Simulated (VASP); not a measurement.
# Ag (Fm-3m) in VASP: a series of runs, part 4 of 4

VASP 6.6.1. The steps go on from the part before.

### 7 Band structure, PBE

This run uses another cell than the first one, of 17.81 Å³/atom, 1.037 times its volume.

INCAR

```
SYSTEM = Ag
  ALGO = Normal
  EDIFF = 1E-7
  ENCUT = 520
  GGA = PE
  ICORELEVEL = 1
  ISIF = 2
  ISMEAR = 1
  LASPH = .TRUE.
  LCHARG = .FALSE.
  LMAXMIX = 4
  LREAL = .FALSE.
  LWAVE = .FALSE.
  NBANDS = 12
  NELM = 80
  PREC = Accurate
  SIGMA = 0.1
```

KPOINTS

```
k-points
0
G
  16 16 16
  0 0 0
```

POSCAR

```
Ag                                      
1.0
    0.0000000000      2.0728699247      2.0728699247
    2.0728699247      0.0000000000      2.0728699247
    2.0728699247      2.0728699247      0.0000000000
  Ag            
     1
Direct
     0.0000000000000000    0.0000000000000000    0.0000000000000000
```

KPOINTS_OPT

```
explicit points
106
Reciprocal
 0.0000000000  0.0000000000  0.0000000000 1
 0.0555555556  0.0000000000  0.0555555556 1
 0.1111111111  0.0000000000  0.1111111111 1
 0.1666666667  0.0000000000  0.1666666667 1
 0.2222222222  0.0000000000  0.2222222222 1
 0.2777777778  0.0000000000  0.2777777778 1
 0.3333333333  0.0000000000  0.3333333333 1
 0.3888888889  0.0000000000  0.3888888889 1
 0.4444444444  0.0000000000  0.4444444444 1
 0.5000000000  0.0000000000  0.5000000000 1
 0.5000000000  0.0000000000  0.5000000000 1
 0.5000000000  0.0277777778  0.5277777778 1
 0.5000000000  0.0555555556  0.5555555556 1
 0.5000000000  0.0833333333  0.5833333333 1
 0.5000000000  0.1111111111  0.6111111111 1
 0.5000000000  0.1388888889  0.6388888889 1
 0.5000000000  0.1666666667  0.6666666667 1
 0.5000000000  0.1944444444  0.6944444444 1
 0.5000000000  0.2222222222  0.7222222222 1
 0.5000000000  0.2500000000  0.7500000000 1
 0.5000000000  0.2500000000  0.7500000000 1
 0.4861111111  0.2638888889  0.7500000000 1
 0.4722222222  0.2777777778  0.7500000000 1
 0.4583333333  0.2916666667  0.7500000000 1
 0.4444444444  0.3055555556  0.7500000000 1
 0.4305555556  0.3194444444  0.7500000000 1
 0.4166666667  0.3333333333  0.7500000000 1
 0.4027777778  0.3472222222  0.7500000000 1
 0.3888888889  0.3611111111  0.7500000000 1
 0.3750000000  0.3750000000  0.7500000000 1
 0.3750000000  0.3750000000  0.7500000000 1
 0.3333333333  0.3333333333  0.6666666667 1
 0.2916666667  0.2916666667  0.5833333333 1
 0.2500000000  0.2500000000  0.5000000000 1
 0.2083333333  0.2083333333  0.4166666667 1
 0.1666666667  0.1666666667  0.3333333333 1
 0.1250000000  0.1250000000  0.2500000000 1
 0.0833333333  0.0833333333  0.1666666667 1
 0.0416666667  0.0416666667  0.0833333333 1
 0.0000000000  0.0000000000  0.0000000000 1
 0.0000000000  0.0000000000  0.0000000000 1
 0.0555555556  0.0555555556  0.0555555556 1
 0.1111111111  0.1111111111  0.1111111111 1
 0.1666666667  0.1666666667  0.1666666667 1
 0.2222222222  0.2222222222  0.2222222222 1
 0.2777777778  0.2777777778  0.2777777778 1
 0.3333333333  0.3333333333  0.3333333333 1
 0.3888888889  0.3888888889  0.3888888889 1
 0.4444444444  0.4444444444  0.4444444444 1
 0.5000000000  0.5000000000  0.5000000000 1
 0.5000000000  0.5000000000  0.5000000000 1
 0.5138888889  0.4722222222  0.5138888889 1
 0.5277777778  0.4444444444  0.5277777778 1
 0.5416666667  0.4166666667  0.5416666667 1
 0.5555555556  0.3888888889  0.5555555556 1
 0.5694444444  0.3611111111  0.5694444444 1
 0.5833333333  0.3333333333  0.5833333333 1
 0.5972222222  0.3055555556  0.5972222222 1
 0.6111111111  0.2777777778  0.6111111111 1
 0.6250000000  0.2500000000  0.6250000000 1
 0.6250000000  0.2500000000  0.6250000000 1
 0.6111111111  0.2500000000  0.6388888889 1
 0.5972222222  0.2500000000  0.6527777778 1
 0.5833333333  0.2500000000  0.6666666667 1
 0.5694444444  0.2500000000  0.6805555556 1
 0.5555555556  0.2500000000  0.6944444444 1
 0.5416666667  0.2500000000  0.7083333333 1
 0.5277777778  0.2500000000  0.7222222222 1
 0.5138888889  0.2500000000  0.7361111111 1
 0.5000000000  0.2500000000  0.7500000000 1
 0.5000000000  0.2500000000  0.7500000000 1
 0.5000000000  0.2777777778  0.7222222222 1
 0.5000000000  0.3055555556  0.6944444444 1
 0.5000000000  0.3333333333  0.6666666667 1
 0.5000000000  0.3611111111  0.6388888889 1
 0.5000000000  0.3888888889  0.6111111111 1
 0.5000000000  0.4166666667  0.5833333333 1
 0.5000000000  0.4444444444  0.5555555556 1
 0.5000000000  0.4722222222  0.5277777778 1
 0.5000000000  0.5000000000  0.5000000000 1
 0.5000000000  0.5000000000  0.5000000000 1
 0.4861111111  0.4861111111  0.5277777778 1
 0.4722222222  0.4722222222  0.5555555556 1
 0.4583333333  0.4583333333  0.5833333333 1
 0.4444444444  0.4444444444  0.6111111111 1
 0.4305555556  0.4305555556  0.6388888889 1
 0.4166666667  0.4166666667  0.6666666667 1
 0.4027777778  0.4027777778  0.6944444444 1
 0.3888888889  0.3888888889  0.7222222222 1
 0.3750000000  0.3750000000  0.7500000000 1
 0.6250000000  0.2500000000  0.6250000000 1
 0.6111111111  0.2222222222  0.6111111111 1
 0.5972222222  0.1944444444  0.5972222222 1
 0.5833333333  0.1666666667  0.5833333333 1
 0.5694444444  0.1388888889  0.5694444444 1
 0.5555555556  0.1111111111  0.5555555556 1
 0.5416666667  0.0833333333  0.5416666667 1
 0.5277777778  0.0555555556  0.5277777778 1
 0.5138888889  0.0277777778  0.5138888889 1
 0.5000000000  0.0000000000  0.5000000000 1
 0.0000000000  0.0000000000  0.0000000000 1
 0.3750000000  0.3750000000  0.7500000000 1
 0.5000000000  0.5000000000  0.5000000000 1
 0.6250000000  0.2500000000  0.6250000000 1
 0.5000000000  0.2500000000  0.7500000000 1
 0.5000000000  0.0000000000  0.5000000000 1
```

Potentials or basis: VASP PAW PBE potentials, release 64 (Ag).

On the command line:

```sh
> cat potpaw_PBE.64/Ag/POTCAR > POTCAR
> mpirun -np 1 vasp_std > vasp.out
```

OUTCAR:

```text
SYSTEM = Ag
   EDIFF = 1E-7
   ENCUT = 520
   GGA = PE
   ISIF = 2
   ISMEAR = 1
   LASPH = .TRUE.
   LREAL = .FALSE.
   NELM = 80
   PREC = Accurate

 ion  position               nearest neighbor table
   1  0.000  0.000  0.000-

  LATTYP: Found a face centered cubic cell.
 ALAT       =     4.1457398494

  Lattice vectors:

 A1 = (   0.0000000000,   2.0728699247,   2.0728699247)
 A2 = (   2.0728699247,   0.0000000000,   2.0728699247)
 A3 = (   2.0728699247,   2.0728699247,   0.0000000000)

Analysis of symmetry for initial positions (statically):
=====================================================================
 Subroutine PRICEL returns:
 Original cell was already a primitive cell.

 Routine SETGRP: Setting up the symmetry group for a
 face centered cubic supercell.

 Subroutine GETGRP returns: Found 48 space group operations
 (whereof 48 operations were pure point group operations)
 out of a pool of 48 trial point group operations.

The static configuration has the point symmetry O_h .

Analysis of symmetry for dynamics (positions and initial velocities):
=====================================================================
 Subroutine PRICEL returns:
 Original cell was already a primitive cell.

 Routine SETGRP: Setting up the symmetry group for a
 face centered cubic supercell.

 Subroutine GETGRP returns: Found 48 space group operations
 (whereof 48 operations were pure point group operations)
 out of a pool of 48 trial point group operations.

The dynamic configuration has the point symmetry O_h .

 Subroutine INISYM returns: Found 48 space group operations
 (whereof 48 operations are pure point group operations),
 and found     1 'primitive' translations

----------------------------------------------------------------------------------------

                                     Primitive cell

  volume of cell :      17.8134

  direct lattice vectors                    reciprocal lattice vectors
     0.000000000  2.072869925  2.072869925    -0.241211469  0.241211469  0.241211469
     2.072869925  0.000000000  2.072869925     0.241211469 -0.241211469  0.241211469
     2.072869925  2.072869925  0.000000000     0.241211469  0.241211469 -0.241211469

  length of vectors
     2.931480761  2.931480761  2.931480761     0.417790520  0.417790520  0.417790520

  position of ions in fractional coordinates (direct lattice)
     0.000000000  0.000000000  0.000000000

  ion indices of the primitive-cell ions
   primitive index   ion index
                 1           1

----------------------------------------------------------------------------------------

 KPOINTS: k-points

Automatic generation of k-mesh.
 Grid dimensions read from file:
 generate k-points for:   16   16   16

 Generating k-lattice:

  Cartesian coordinates                     Fractional coordinates (reciprocal lattice)
    -0.015075717  0.015075717  0.015075717     0.062500000  0.000000000  0.000000000
     0.015075717 -0.015075717  0.015075717     0.000000000  0.062500000  0.000000000
     0.015075717  0.015075717 -0.015075717     0.000000000  0.000000000  0.062500000

  Length of vectors
     0.026111908  0.026111908  0.026111908

  Shift w.r.t. Gamma in fractional coordinates (k-lattice)
     0.000000000  0.000000000  0.000000000

 Subroutine IBZKPT returns following result:
 ===========================================

 Found    145 irreducible k-points:

 Following reciprocal coordinates:
            Coordinates               Weight
  0.000000  0.000000  0.000000      1.000000
  0.062500  0.000000  0.000000      8.000000
  0.125000  0.000000  0.000000      8.000000
  0.187500  0.000000  0.000000      8.000000
  0.250000  0.000000  0.000000      8.000000
  0.312500  0.000000  0.000000      8.000000
[... 16 lines left out ...]
 -0.125000  0.062500  0.000000     24.000000
 -0.062500  0.062500  0.000000     12.000000
 [... further k-points ...]
   k-points           NKPTS =    145   k-points in BZ     NKDIM =    145   number of bands    NBANDS=     12
   number of dos      NEDOS =    301   number of ions     NIONS =      1
   total plane-waves  NPLWV =  13824
   dimension x,y,z NGX =    24 NGY =   24 NGZ =   24
   dimension x,y,z NGXF=    48 NGYF=   48 NGZF=   48
   ions per type =               1
   NGX,Y,Z   is equivalent  to a cutoff of  13.61, 13.61, 13.61 a.u.
   NGXF,Y,Z  is equivalent  to a cutoff of  27.22, 27.22, 27.22 a.u.
 SYSTEM =  Ag
   PREC   = accura    normal or accurate (medium, high low for compatibility)
   ISTART =      0    job   : 0-new  1-cont  2-samecut
   ICHARG =      2    charge: 1-file 2-atom 10-const
   ISPIN  =      1    spin polarized calculation?
   LNONCOLLINEAR =      F non collinear calculations
   LSORBIT =      F    spin-orbit coupling
   LASPH  =      T    aspherical Exc in radial PAW
   ENCUT  =  520.0 eV  38.22 Ry    6.18 a.u.   5.45  5.45  5.45*2*pi/ulx,y,z
   NELM   =     80;   NELMIN=  2; NELMDL= -5     # of ELM steps
   EDIFF  = 0.1E-06   stopping-criterion for ELM
   LREAL  =      F    real-space projection
   EDIFFG = 0.1E-05   stopping-criterion for IOM
   NSW    =      0    number of steps for IOM
   IBRION =     -1    ionic relax: 0-MD 1-quasi-New 2-CG
   NFREE  =      0    steps in history (QN), initial steepest desc. (CG)
   ISIF   =      2    stress and relaxation
   ISYM   =      2    0-nonsym 1-usesym 2-fastsym
   POTIM  = 0.5000    time-step for ionic-motion
   TEBEG  =    0.0;   TEEND  =   0.0 temperature during run
   PSTRESS=    0.0 pullay stress
   NELECT =      11.0000    total number of electrons
   NUPDOWN=      -1.0000    fix difference up-down
   EMIN   =  10.00;   EMAX   =-10.00  energy-range for DOS
   EFERMI =   0.00;   METHOD = LEGACY
   ISMEAR =     1;   SIGMA  =   0.10  broadening in eV -4-tet -1-fermi 0-gaus
   EFERMI_NEDOS =   21; number of points for ismear=-14 and -15
   IALGO  =     38    algorithm
   IMIX   =      4    mixing-type and parameters
     AMIX     =   0.40;   BMIX     =  1.00
     AMIX_MAG =   1.60;   BMIX_MAG =  1.00
  volume/ion in A,a.u.               =      17.81       120.21
  Fermi-wavevector in a.u.,A,eV,Ry     =   1.394088  2.634445 26.442688  1.943483
  Thomas-Fermi vector in A             =   2.517672
   LORBIT       =      0    0 simple, 1 ext, 2 COOP (PROOUT), +10 PAW based schemes
   GGA     = PE    functional components
   LHFCALC =     F    Hartree Fock is set to
   AEXX    =    0.0000 exact exchange contribution
   IVDW    =     0    specifies the selected vdW correction
   LEPSILON=     F    determine dielectric tensor
   LRPA    =     F    only Hartree local field effects (RPA)
 non-spin polarized calculation
 Methfessel and Paxton  Order N= 1 SIGMA  =   0.10
  energy-cutoff  :      520.00
  volume of cell :       17.81
 maximum number of plane-waves:       531
 NGX is ok and might be reduce to    24
   NGX = 11   NGY = 11   NGZ = 11

 number of electron      11.0000000 magnetization

 Free energy of the ion-electron system (eV)
  ---------------------------------------------------
  ext. energy  EPLUGINS =         0.00000000
  ---------------------------------------------------
  free energy    TOTEN  =        -2.71891961 eV

  energy without entropy =       -2.71841660  energy(sigma->0) =       -2.71875194

 the core state eigenenergies are
   1-  1s -25314.3593  2s  -3718.0248  2p  -3333.5299  3s   -672.9092  3p   -546.6758
       3d   -347.7609  4s    -84.1048  4p    -47.5584

 E-fermi :   7.7866     XC(G=0): -11.9501

 val. band max:        7.7581757516   @ k =   0.5000   0.0625   0.0000
 cond. band min:       7.7929786238   @ k =   0.5000   0.1875   0.0625
 fundamental gap:      0.0348028722
 Fermi energy:         7.7865780813

 k-point     1 :       0.0000    0.0000    0.0000
  band No.  band energies     occupation
      1       0.3848      2.00000
      2       3.1851      2.00000
      3       3.1851      2.00000
      4       3.1851      2.00000
      5       4.1416      2.00000
      6       4.1416      2.00000
      7      23.7595      0.00000
      8      27.0787      0.00000
      9      27.0787      0.00000
     10      27.0787      0.00000
     11      31.7807      0.00000
     12      32.6510      0.00000
[... 271 lines left out ...]
 k-point    20 :      -0.3125    0.0625    0.0000
  band No.  band energies     occupation
      1       1.8966      2.00000
      2       3.2665      2.00000

------------------------ aborting loop because EDIFF is reached ----------------------------------------

  FORCE on cell =-STRESS in cart. coord.  units (eV):
  Direction    XX          YY          ZZ          XY          YZ          ZX
  --------------------------------------------------------------------------------------
  -------------------------------------------------------------------------------------
  Total        0.0051361      0.0051361      0.0051361      0.0000000      0.0000000     -0.0000000
  in kB        0.4619575      0.4619575      0.4619575      0.0000000      0.0000000     -0.0000000
  external PRESSURE =       0.4619575 kB  Pullay stress =       0.0000000 kB

 VOLUME and BASIS-vectors are now :
 -----------------------------------------------------------------------------
  energy-cutoff  :      520.00
  volume of cell :       17.81
      direct lattice vectors                 reciprocal lattice vectors
     0.000000000  2.072869925  2.072869925    -0.241211469  0.241211469  0.241211469
     2.072869925  0.000000000  2.072869925     0.241211469 -0.241211469  0.241211469
     2.072869925  2.072869925  0.000000000     0.241211469  0.241211469 -0.241211469

 POSITION                                       TOTAL-FORCE (eV/Angst)
 -----------------------------------------------------------------------------------
      0.00000      0.00000      0.00000        -0.000000     -0.000000     -0.000000
 -----------------------------------------------------------------------------------
    total drift:                               -0.000000      0.000000      0.000000

  FREE ENERGIE OF THE ION-ELECTRON SYSTEM (eV)
  ---------------------------------------------------
  free  energy   TOTEN  =        -2.7189196093 eV

  energy  without entropy=       -2.7184165966  energy(sigma->0) =       -2.71875194
```

Wall time 16 s (1 thread of Intel Xeon Platinum 8488C (Sapphire Rapids), shared host); peak memory 0.17 GiB.

What came out:

```
Free energy             : -2.7189 eV
Pressure                : 0.0 GPa
Band gap along the path : none (metal or under the smearing width)
```

Levels at the corners of the path, in eV from the Fermi level:
```csv
point,band 2,band 3,band 4,band 5,band 6,band 7,band 8,band 9
Γ,-4.60,-4.60,-4.60,-3.64,-3.64,15.97,19.29,19.29
X,-5.99,-2.94,-2.72,-2.72,1.70,6.46,10.49,10.49
X,-5.99,-2.94,-2.72,-2.72,1.70,6.46,10.49,10.49
W,-4.85,-4.85,-3.63,-2.72,5.84,5.84,6.74,8.00
W,-4.85,-4.85,-3.63,-2.72,5.84,5.84,6.74,8.00
K,-5.31,-3.92,-3.44,-2.98,4.23,5.14,6.90,12.50
K,-5.31,-3.92,-3.44,-2.98,4.23,5.14,6.90,12.50
Γ,-4.60,-4.60,-4.60,-3.64,-3.64,15.97,19.29,19.29
Γ,-4.60,-4.60,-4.60,-3.64,-3.64,15.97,19.29,19.29
L,-4.62,-4.62,-2.91,-2.91,-0.23,3.42,15.20,17.47
L,-4.62,-4.62,-2.91,-2.91,-0.23,3.42,15.20,17.47
U,-5.31,-3.92,-3.44,-2.98,4.23,5.14,6.90,12.50
U,-5.31,-3.92,-3.44,-2.98,4.23,5.14,6.90,12.50
W,-4.85,-4.85,-3.63,-2.72,5.84,5.84,6.74,8.00
W,-4.85,-4.85,-3.63,-2.72,5.84,5.84,6.74,8.00
L,-4.62,-4.62,-2.91,-2.91,-0.23,3.42,15.20,17.47
L,-4.62,-4.62,-2.91,-2.91,-0.23,3.42,15.20,17.47
K,-5.31,-3.92,-3.44,-2.98,4.23,5.14,6.90,12.50
U,-5.31,-3.92,-3.44,-2.98,4.23,5.14,6.90,12.50
X,-5.99,-2.94,-2.72,-2.72,1.70,6.46,10.49,10.49
```

Core levels (eV, on the scale of the bands):
| atom | levels |
| --- | --- |
| 1 Ag | 1s -25314.4, 2s -3718.0, 2p -3333.5, 3s -672.9, 3p -546.7, 3d -347.8, 4s -84.1, 4p -47.6 |

### 8 Overview

```tsv
level	potentials or basis	cell	pressure (GPa)
rev-vdW-DF2	VASP PAW PBE potentials, release 64 (Ag)	Fm-3m, 17.18 Å³/atom	0.0
RPBE	VASP PAW PBE potentials, release 64 (Ag)	Fm-3m, 18.68 Å³/atom	0.0
PBEsol	VASP PAW PBE potentials, release 64 (Ag)	Fm-3m, 16.63 Å³/atom	0.0
PBE+D3(BJ)	VASP PAW PBE potentials, release 64 (Ag)	Fm-3m, 16.87 Å³/atom	0.1
LDA	VASP PAW LDA potentials, release 64 (Ag)	Fm-3m, 16.03 Å³/atom	0.0
PBE	VASP PAW PBE potentials, release 64 (Ag)	Fm-3m, 17.81 Å³/atom	0.0
```

Alike in all rows: task band structure; no spin polarisation; k mesh 16 × 16 × 16; cutoff (eV) 520; smearing methfessel-paxton 0.1 eV.

Caveats: the PAW data sets were made with another functional, which shifts forces and pressure a little (some runs); pairwise dispersion overbinds metals, which lowers pressure and volume (some runs).

Absolute energies hang on the potentials; compare differences alone.
